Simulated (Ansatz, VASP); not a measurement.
Ba in VASP and in Ansatz

```xyz
1
Lattice="-2.4553 2.4553 2.4553 2.4553 -2.4553 2.4553 2.4553 2.4553 -2.4553" Properties=species:S:1:pos:R:3 pbc="T T T"
Ba    0.0000    0.0000    0.0000
```

Alike in both runs: task single point; functional PBEsol; k mesh 8 × 8 × 8; occupations fermi-dirac, width 0.05 eV; no spin polarisation.

```csv
,VASP,Ansatz
version,VASP 6.6.1,Ansatz 0.2.0
potentials or method,"VASP PAW PBE potentials, release 64 (Ba_sv)",Ansatz PAW
plane-wave cutoff (eV),520,420
valence electrons in the cell,10,10
```

```tsv
	VASP	Ansatz	Ansatz less VASP
gap on the k mesh at the Fermi level (eV)	none	none	-
pressure (GPa)	-0.1	-0.2	-0.07
```

A gap of «none» marks a metal or a gap that the smearing closes. The functional is the same, so the differences come from potentials, cutoffs and numerics.

Caveats: the PAW data sets were made with another functional, which shifts forces and pressure a little (VASP); the PAW data sets come from PBE, with cores solved anew for the run's functional, which leaves a small shift of forces and pressure (Ansatz). The runs have no spin-orbit coupling, so splittings on Ba are missing.
